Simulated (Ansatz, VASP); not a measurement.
# One calculation of Rb, two programs

File INCAR:

```
SYSTEM = Rb
ALGO     = Fast           ! electronic algorithm
EDIFF    = 1E-7           ! SCF threshold, eV
ENCUT    = 520            ! plane-wave cutoff, eV
GGA      = CA             ! functional
ISIF     = 2              ! what is computed and relaxed
ISMEAR   = 0              ! smearing method
LASPH    = .True.         ! aspherical terms in the spheres
LCHARG   = .False.        ! write CHGCAR
LREAL    = .False.        ! projectors in reciprocal space
LWAVE    = .False.        ! write WAVECAR
NBANDS   = 16             ! bands
NELM     = 60             ! most SCF steps
PREC     = Accurate       ! precision mode
SIGMA    = 0.15           ! smearing width, eV
```

File KPOINTS:

```
k-points
0
Gamma
  12 12 6
  0 0 0
```

File POSCAR:

```
Rb
1.0
    5.2316115904      0.0000000000      0.0000000000
   -2.6158057952      4.5307085401      0.0000000000
    0.0000000000      0.0000000000      7.9855876731
Rb
2
Direct
    0.3333333333      0.6666666667      0.2500000000
    0.6666666667      0.3333333333      0.7500000000
```

Input for Ansatz:

```yaml
crystal:
  lattice:
    - [5.2316115904, 0.0, 0.0]
    - [-2.6158057952, 4.5307085401, 0.0]
    - [0.0, 0.0, 7.9855876731]
  atoms:
    - { symbol: Rb, position: [0.3333333333, 0.6666666667, 0.25] }
    - { symbol: Rb, position: [0.6666666667, 0.3333333333, 0.75] }
basis:
  ecutwfc: 420
kpoints:
  mp_grid: { grid: [12, 12, 6] }
hamiltonian:
  xc: lda
scf:
  occupations: { method: gaussian, width: 0.15 }
output:
  forces: true
  stress: true
  eigenvalues: true
```

Alike in both runs: task single point; functional LDA; k mesh 12 × 12 × 6; occupations gaussian, width 0.15 eV; no spin polarisation.

|  | VASP | Ansatz |
| --- | --- | --- |
| version | VASP 6.6.1 | Ansatz 0.2.0 |
| potentials or method | VASP PAW LDA potentials, release 64 (Rb_sv) | scalar-relativistic, plane waves, PAW |
| plane-wave cutoff (eV) | 520 | 420 |
| valence electrons in the cell | 18 | 18 |

|  | VASP | Ansatz | Ansatz less VASP |
| --- | --- | --- | --- |
| gap on the k mesh at the Fermi level (eV) | none | none | - |
| pressure (GPa) | -0.5 | -0.5 | 0.00 |
| largest component of the traceless stress (GPa) | 0.09 | 0.09 | 0.000 |

A gap of «none» marks a metal or a gap that the smearing closes.
